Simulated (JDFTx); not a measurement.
Wanted: the native input for a JDFTx 1.7.0 (patched build) run.

```yaml
Task: density of states
Functional: PBEsol
Potentials_or_basis: PseudoDojo-SR-PBEsol-0.4.1-standard with smoothed tails
Cutoff: 1034 eV
Density_cutoff: 8272 eV
k_mesh: 10 × 10 × 10
Occupations: gaussian, width 0.05 eV
Spin: no spin polarisation
DOS_broadening: 0.004 Ha
Local_potential_set_to_-Z/r_beyond: 6 bohr
Bands: 9
Density_cutoff_over_wavefunction_cutoff: 8
Max_SCF_steps: 100
SCF_threshold_on_the_energy: 1e-08 Ha
Solver_of_the_electrons: scf
Further_solve_for_the_empty_bands: yes
```

BP:

```
CELL_PARAMETERS angstrom
0.00000 2.26900 2.26900
2.26900 0.00000 2.26900
2.26900 2.26900 0.00000
ATOMIC_POSITIONS crystal
P 0.75000 0.75000 0.75000
B 0.00000 0.00000 0.00000
```

These files were run (other wordings do the same):

BP.in

```
lattice \
    0.0000000000     4.2877885768     4.2877885768 \
    4.2877885768     0.0000000000     4.2877885768 \
    4.2877885768     4.2877885768     0.0000000000
coords-type Lattice
ion P      0.7500000000     0.7500000000     0.7500000000 1
ion B      0.0000000000     0.0000000000     0.0000000000 1

ion-species pseudo/P.upf
ion-species pseudo/B.upf
elec-cutoff 38 304
elec-ex-corr gga-PBEsol
kpoint-folding 10 10 10
elec-smearing Gauss 0.00091873305
elec-n-bands 9
electronic-SCF nIterations 100 energyDiffThreshold 1e-08
electronic-minimize nIterations 30 energyDiffThreshold 1e-7
converge-empty-states yes
forces-output-coords Cartesian
density-of-states Esigma 0.004 \
  Total \
  OrthoOrbital P 1 s \
  OrthoOrbital P 1 p \
  OrthoOrbital B 1 s \
  OrthoOrbital B 1 p

dump-name run.$VAR
dump End Ecomponents EigStats BandEigs Kpoints Forces Stress DOS ElecDensity Dtot KEdensity
```

Potentials or basis: PseudoDojo-SR-PBEsol-0.4.1-standard with smoothed tails.

The run is started by

```bash
$ jdftx -c 1 -i BP.in -o BP.out
```

It gave:

```json
{"Pressure": "-1.9 GPa", "Band gap on the k mesh": "1.14 eV, indirect (least direct gap 3.36 eV)", "Loewdin charges": "P +0.71; B -0.66 e"}
```

It took 38 s on 1 thread of Arm Neoverse V2, with other jobs on the host, peak memory 0.09 GiB.
